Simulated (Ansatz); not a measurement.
HfC, DFT, PBE, PAW with Ansatz's default frozen-core files, scalar-relativistic (Ansatz 0.2.0), run on 1 thread of Intel(R) Xeon(R) 6975P-C (Granite Rapids) on a shared host.

The cell is COD entry 1539502, as deposited and not checked against the literature; nothing was relaxed. The listed cell was then made from it by scaling, straining or moving an atom.

Command: `ansatz run input.yaml --threads 1 --pin off --max-ram 3072MiB --backend cpu --events-out ev --progress --plain --runs-dir out`

```yaml
crystal:
  lattice:
    - [0.0, 2.25525, 2.325]
    - [2.25525, 0.0, 2.325]
    - [2.25525, 2.25525, 0.0]
  atoms:
    - { symbol: Hf, position: [0.5, 0.5, 0.5] }
    - { symbol: C, position: [0.0, 0.0, 0.0] }
kpoints:
  mp_grid: { grid: [15, 15, 15] }
scf:
  occupations: { method: fermi_dirac, width: 0.05 }
hamiltonian:
  xc: pbe
  pseudopotentials: { kind: paw }
output:
  forces: true
  stress: true
  eigenvalues: true
  efg: { contact_densities: true }
```

(1) How large is the problem that the program sets up?

(2) About how long does it take, and how much memory does it use?

(3) And the same cell and mesh by all-electron PAW (datasets made for this crystal), asked for forces, stress, eigenvalues, efg, on the same hardware?

Answers

(1) 288 irreducible k-points, 475 plane waves at Γ, 19 bands.

(2) 5.1 s of wall time for 6 SCF iterations, with a peak of 0.51 GiB. Times on shared machines scatter by tens of per cent.

(3) 25 s, peak memory 0.89 GiB.
